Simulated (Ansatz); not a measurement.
Runs of Ansatz 0.2.0 on TiSi2. The structure is orthorhombic, space group Cmcm (No. 63). The conventional cell has a = 3.530 Å, b = 13.519 Å, c = 3.565 Å, α = 90.00°, β = 90.00°, γ = 90.00°. Ti (site symmetry m2m) has 10 Si at 2.58 to 2.81 Å as nearest neighbours. Around Si (site symmetry m2m) lie 4 Si at 2.51 Å and 4 Ti at 2.66 to 2.67 Å. Si (site symmetry m2m) is surrounded by 2 Si at 2.38 Å and 4 Ti at 2.58 Å. The cell comes from a database or a generator and needn't be the stable form of this composition.

| task | level | potentials or basis | k mesh | cutoff (eV) | smearing | basis error allowed | mesh quality | gap on the mesh (eV) | pressure (GPa) | largest force (eV/Å) |
| --- | --- | --- | --- | --- | --- | --- | --- | --- | --- | --- |
| band structure | PBEsol | all-electron LAPW, scalar-relativistic | 8 × 8 × 8 | 212 | fermi-dirac 0.05 eV | 0.002 eV/atom | not flagged | - | -2.2 | 0.20 |
| single point | PBEsol | all-electron LAPW, scalar-relativistic | 5 × 5 × 5 | 212 | fermi-dirac 0.03 eV | 0.002 eV/atom | coarse | none | (a) | 0.21 |
| phonons | PBEsol | all-electron LAPW, scalar-relativistic | 8 × 8 × 8 | 227 | fermi-dirac 0.05 eV | 0.002 eV/atom | not flagged | none | - | 0.20 |
| band structure | LDA | all-electron LAPW, scalar-relativistic | 8 × 8 × 8 | 212 | fermi-dirac 0.05 eV | 0.002 eV/atom | not flagged | - | (b) | 0.11 |
| band structure | PBE | all-electron LAPW, scalar-relativistic | 8 × 8 × 8 | 212 | fermi-dirac 0.05 eV | 0.002 eV/atom | not flagged | - | 1.8 | 0.19 |
| density of states | PBEsol | all-electron PAW datasets made for the crystal | 8 × 8 × 8 | 260 | fermi-dirac 0.05 eV | - | not flagged | none | -2.2 | 0.20 |
| single point | PBEsol | all-electron LAPW, scalar-relativistic | 8 × 8 × 8 | 231 | fermi-dirac 0.05 eV | 0.001 eV/atom | not flagged | none | -2.2 | 0.20 |

Alike in all rows: no spin polarisation; cell as given.

Question: Fill in the values left out.

Answer: (a) -2.1; (b) -5.4.

Caveats: some runs use coarse meshes; the k mesh is thin for a metal, which can move the energy by tens of meV per atom (some runs); a metal's response needs a denser mesh (some runs); the program warned that the printed levels may be off, so bands, gaps and densities of states are rough (some runs).

A k mesh can miss the band edges.

A gap of «none» marks a metal or a gap under the smearing width.

Not every run made on this cell is shown here.
